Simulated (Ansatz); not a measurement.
```yaml
crystal:
  periodic: [false, false, false]
  atoms:
    - {symbol: C, position_ang: [-0.832247, 1.105294, -0.178585]}
    - {symbol: C, position_ang: [-0.182960, 0.098704, 0.710675]}
    - {symbol: C, position_ang: [1.063808, -0.544924, 0.006225]}
    - {symbol: S, position_ang: [0.695882, -1.486519, -1.458334]}
    - {symbol: H, position_ang: [-1.226954, 0.734710, -1.102924]}
    - {symbol: H, position_ang: [-1.748166, 1.581220, 0.402994]}
    - {symbol: H, position_ang: [-0.148334, 1.909965, -0.421065]}
    - {symbol: H, position_ang: [-0.877657, -0.694797, 0.922656]}
    - {symbol: H, position_ang: [0.177834, 0.631787, 1.689686]}
    - {symbol: H, position_ang: [1.584246, -1.209530, 0.732693]}
    - {symbol: D, position_ang: [1.726638, 0.304769, -0.291886]}
    - {symbol: H, position_ang: [-0.040196, -2.467328, -0.946716]}
basis:
  gaussian: {orbitals: 6-31G, point_charges: [{charge: -1.00, position_ang: [5.124, 0.829, -0.352]}]}
total_charge: -1
magnetization: {spin_polarized: true, initial_magnetization: 1}
hamiltonian: {xc: {name: B3LYP}}
accuracy: high
output: {forces: true}
```

```sh
$ ansatz run in.yaml --threads 4 --pin off --events-out ev --progress --plain --max-ram 10444MiB
```

It prints (some lines left out):

```
Error: YAML parse error: error: line 14 column 16: `D` is not an element symbol (H … Og, case-exact)
  --> <input>:14:16
   |
12 |     - {symbol: H, position_ang: [0.177834, 0.631787, 1.689686]}
13 |     - {symbol: H, position_ang: [1.584246, -1.209530, 0.732693]}
14 |     - {symbol: D, position_ang: [1.726638, 0.304769, -0.291886]}
   |                ^ `D` is not an element symbol (H … Og, case-exact)
15 |     - {symbol: H, position_ang: [-0.040196, -2.467328, -0.946716]}
16 | basis:
   |
```

(1) What is wrong with this run?

## Answers

(1) An element symbol is wrong. The program refused the input.

B3LYP here is the variant with VWN-RPA as its local correlation; programs differ in this.
